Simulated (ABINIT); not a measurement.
PtS2: single point with PBE

The system is PtS2.

```
Pt S
1.0
     3.54320    0.00000    0.00000
    -1.77160    3.06850    0.00000
     0.00000    0.00000    5.03880
Pt S
1 2
Cartesian
  0.0000 0.0000 0.0000
  1.7716 1.0228 3.8950
  0.0000 2.0457 1.1438
```

- Program: ABINIT 10.8.3 (patched build)
- Task: single point
- Functional: PBE
- Potentials or basis: PseudoDojo NC SR PBE v0.5 standard
- Cutoff: 1034 eV
- k mesh: 7 × 7 × 4
- Occupations: fermi-dirac, width 0.05 eV
- Spin: no spin polarisation

| Quantity | Value |
| --- | --- |
| Pressure | 11.2 GPa |
| Largest force | 1.243 eV/Å |
| Band gap on the k mesh | 0.83 eV, indirect (least direct gap 1.01 eV) |
| Valence electrons inside the program's atomic spheres | Pt 14.47; S 3.92 |

Forces on the atoms (eV/Å):
```
Pt   0.000  0.000  0.000
S    0.000  0.000 -1.243
S    0.000  0.000  1.243
```

Stress tensor (GPa, compression positive):
```
11.75  0.00  0.00
 0.00 11.75  0.00
 0.00  0.00 10.15
```

Levels at points of the mesh, in eV from the valence-band top:
| k point | band 13 | band 14 | band 15 | band 16 | band 17 | band 18 |
| --- | --- | --- | --- | --- | --- | --- |
| (0.00, 0.00, 0.00) | -1.10 | -1.10 | -0.07 | 2.51 | 2.51 | 4.83 |
| (0.00, 0.00, 0.50) | -1.28 | -1.28 | -0.85 | 2.98 | 2.98 | 5.50 |

Wall time 91 s on 1 thread of Arm Neoverse V1 (shared host), peak memory 0.1 GiB.

Caveat: spin-orbit coupling is left out, which moves the levels of the heavy elements; an odd mesh through Γ misses points on the zone boundary, where band edges often lie; forces of over 1 eV/Å show positions far from the minimum, so gaps and moduli don't describe the material at rest.
